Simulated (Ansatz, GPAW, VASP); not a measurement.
# Se: 3 runs at one level of theory

```
CELL_PARAMETERS angstrom
4.35278 -0.02830 0.00707
-2.20090 3.83116 -0.01320
0.00802 -0.01266 4.92256
ATOMIC_POSITIONS crystal
Se 0.77460 0.77460 0.00000
Se 0.00000 0.22540 0.66667
Se 0.22540 0.00000 0.33333
```

Alike in all runs: task electron localisation function; functional LDA; k mesh 7 × 7 × 6; occupations fermi-dirac, width 0.1 eV; no spin polarisation; no spin-orbit coupling. LDA stands for any of its common fits. Pressure is positive in compression and, in plane waves, holds the error of the finite cutoff, which Ansatz's Pulay term estimates and takes out.

```tsv
program and potentials	plane-wave cutoff (eV)	notes	pressure (GPa)	largest force (eV/Å)
Ansatz, Ansatz PAW	420	potentials made for PBE, which Ansatz adapts in part; 16 valence electrons an atom on average; Pulay term of +0.03 GPa included	-1.07	0.294
GPAW, the program's PAW data sets (release 1.2.1) made for this functional	600	6 valence electrons an atom on average	?	?
VASP, LDA PAW files Se_GW, 600 eV	600	6 valence electrons an atom on average	-0.93	0.334
```

Problem. Estimate from the other rows what the run with GPAW, the program's PAW data sets (release 1.2.1) made for this functional gave.

Solution. Pressure -1.02 GPa; largest force 0.321 eV/Å. The other rows, which needn't bracket it: pressure -1.07 to -0.93; largest force 0.294 to 0.334.
